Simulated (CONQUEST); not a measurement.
The system is Pb.

```xyz
2
Lattice="3.5002 0.0000 0.0000 0.0000 3.5002 0.0000 0.0000 0.0000 4.9500" Properties=species:S:1:pos:R:3 pbc="T T T"
Pb    0.0000    0.0000    0.0000
Pb    1.7501    1.7501    2.4750
```

| Quantity | Value |
| --- | --- |
| Program | CONQUEST 1.3 |
| Task | single point |
| Functional | PBEsol |
| Potentials or basis | PseudoDojo NC PBEsol, DZP, grid cutoff 120 Ha |
| k mesh | 8 × 8 × 6 |
| Occupations | fermi-dirac, width 0.05 eV |
| Spin | no spin polarisation |

On this cell: pressure 0.2 GPa; largest force zero by symmetry; band gap on the k mesh none (metal or under the smearing width).

The same run follows on a disturbed copy (atoms of the box moved at random, drawn with an rms of 0.05 Å):

```
Pb
1.0
     3.50021    0.00000    0.00000
     0.00000    3.50021    0.00000
     0.00000    0.00000    4.95004
Pb
2
Direct
  0.01154 0.00722 0.00144
  0.50085 0.49371 0.50254
```

Problem. What does the disturbed cell give?

Solution. The energy (extrapolated to zero smearing) moves by +0.2 meV/atom; pressure 0.2 GPa; largest force 0.049 eV/Å; band gap on the k mesh none (metal or under the smearing width).

Forces on the atoms (eV/Å):
```
Pb  -0.025 -0.030  0.010
Pb   0.040  0.025 -0.012
```

The forces don't sum to zero, so they hold noise of the program's grid.

Caveats: the basis of atomic orbitals isn't converged, which shifts pressures, moduli and gaps; the box holds several primitive cells, so bands are folded and the points are those of the box's own zone (some runs).
